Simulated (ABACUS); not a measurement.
Au:

```
CELL_PARAMETERS angstrom
2.87792 0.00000 0.00000
1.43896 2.49236 0.00000
1.43896 0.83079 2.34982
ATOMIC_POSITIONS crystal
Au 0.00000 0.00000 0.00000
```

Base run:

```yaml
Program: ABACUS 3.10.1
Functional: PBEsol
Potentials_or_basis: PseudoDojo NC SR 0.5 PBE stringent
Cutoff: 1361 eV
Density_cutoff: 5442 eV
Basis: DZP LCAO (the cutoffs set its grid)
k_mesh: 10 × 10 × 10
Occupations: fermi-dirac, width 0.05 eV
Spin: no spin polarisation
```

Its results: band gap on the k mesh none (metal or under the smearing width); pressure 3.1 GPa.

The run is repeated on the same cell with these changes: functional from PBEsol to LDA; potentials or basis from PseudoDojo NC SR 0.5 PBE stringent to PseudoDojo NC SR 0.4.1 LDA standard. What comes out?

Band gap on the k mesh none (metal or under the smearing width); pressure -1.7 GPa.

Caveats: the atomic orbitals were generated for these runs and aren't a published set; the basis of atomic orbitals isn't converged, which shifts pressures, moduli and gaps; the potentials were made for another functional, which shifts forces and pressure (some runs).

Not every run made on this cell is shown here.
